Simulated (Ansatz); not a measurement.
## A computed series for InN: response to strain

The reference is InN in the wurtzite structure (space group P6_3mc, No. 186; a = 3.5809 Å, c = 5.7882 Å).

Strains are applied to the cell and any free atomic positions relax.

All numbers come from PBE (Ansatz, a quantum-chemistry and plane-wave program; PAW; 420 eV plane waves; no spin-orbit coupling), earlier PAW set.

Notes on the quantities. pressure: mean of the normal stresses, compression positive.

```csv
isotropic strain (%),pressure (GPa)
-5.62,31.6
-4.52,?
-2.54,11.3
-1.99,8.5
-1.1,4.4
0,0.0
```

Problem. Fit P = P₀ − Bδ + Cδ² with δ = (1 + ε)³ − 1 to the rows shown and predict the withheld row.

Solution. Least squares on the printed values gives P₀ = 0.0 GPa, B = 113 GPa (at held cell shape), C = 534 GPa (largest residual 0.1 GPa); this predicts 23.6 GPa, and the run gives 23.3 GPa, 0.3 lower.

A case with no gap was solved on a k-mesh chosen for an insulator, which is coarse for it. Stability against distortions was not tested. The final runs are not spin-polarised.
